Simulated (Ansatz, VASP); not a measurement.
**One calculation of ZnS, two programs**

```xyz
2
Lattice="0.0000 2.3951 2.3951 2.3951 0.0000 2.3951 2.3951 2.3951 0.0000" Properties=species:S:1:pos:R:3 pbc="T T T"
Zn    0.0000    0.0000    0.0000
S     1.1975    1.1975    1.1975
```

Alike in both runs: functional r2SCAN; k mesh 8 × 8 × 8; occupations gaussian, width 0.02 eV; no spin polarisation.

Ansatz relaxed the structure, and its values are those at the end. VASP's run is a single point on that final structure, the one shown.

|  | VASP | Ansatz |
| --- | --- | --- |
| version | VASP 6.6.1 | Ansatz 0.2.0 |
| potentials or method | VASP PAW PBE potentials, release 64 (Zn, S) | scalar-relativistic, plane waves, PAW |
| plane-wave cutoff (eV) | 520 | 500 |
| valence electrons in the cell | 18 | 18 |

|  | VASP | Ansatz | Ansatz less VASP |
| --- | --- | --- | --- |
| gap on the k mesh at the Fermi level (eV) | 2.67 | 2.67 | -0.006 |
| least direct gap on the mesh (eV) | 4.50 | 4.44 | -0.059 |

 A k mesh can miss the band edges. r2SCAN opens gaps a little over a GGA but as a rule still falls short of measured ones.
